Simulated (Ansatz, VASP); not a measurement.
Two plane-wave programs on Ba

INCAR

```
SYSTEM = Ba
PREC = Accurate ; ENCUT = 520
EDIFF = 1E-6 ; ISMEAR = 0
SIGMA = 0.15 ; LREAL = .False.
LASPH = .True. ; NELM = 100
ALGO = Fast ; ISIF = 2
LWAVE = .False. ; LCHARG = .False.
GGA = PS ; NBANDS = 11
```

KPOINTS

```
Automatic mesh
0
Gamma
  14 14 14
  0 0 0
```

Contents of POSCAR:

```
Ba
1.0
   -2.5312500000      2.4687500000      2.5000000000
    2.5312500000     -2.4687500000      2.5000000000
    2.5312500000      2.4687500000     -2.5000000000
Ba
1
Direct
    0.0000000000      0.0000000000      0.0000000000
```

Input for Ansatz:

```yaml
crystal:
  lattice:
    - [-2.53125, 2.46875, 2.5]
    - [2.53125, -2.46875, 2.5]
    - [2.53125, 2.46875, -2.5]
  atoms:
    - { symbol: Ba, position: [0.0, 0.0, 0.0] }
basis:
  ecutwfc: 420
kpoints:
  mp_grid: { grid: [14, 14, 14] }
hamiltonian:
  xc: pbesol
scf:
  occupations: { method: gaussian, width: 0.15 }
output:
  forces: true
  stress: true
  eigenvalues: true
```

Change from the starting cell: strain +0.0125 x Voigt [1, -1, 0, 0, 0, 0], atoms carried along.

Alike in both runs: task single point; functional PBEsol; k mesh 14 × 14 × 14; occupations gaussian, width 0.15 eV; no spin polarisation.

|  | VASP | Ansatz |
| --- | --- | --- |
| version | VASP 6.6.1 | Ansatz 0.2.0 |
| potentials or method | VASP PAW PBE potentials, release 64 (Ba_sv) | scalar-relativistic, plane waves, PAW |
| plane-wave cutoff (eV) | 520 | 420 |
| valence electrons in the cell | 10 | 10 |

|  | VASP | Ansatz | Ansatz less VASP |
| --- | --- | --- | --- |
| gap on the k mesh at the Fermi level (eV) | none | none | - |
| pressure (GPa) | -0.5 | -0.6 | -0.06 |
| largest component of the traceless stress (GPa) | 0.06 | 0.06 | -0.001 |

A gap of «none» marks a metal or a gap that the smearing closes.

Caveats: the PAW data sets were made with another functional, which shifts forces and pressure a little (VASP). The runs have no spin-orbit coupling, so splittings on Ba are missing.
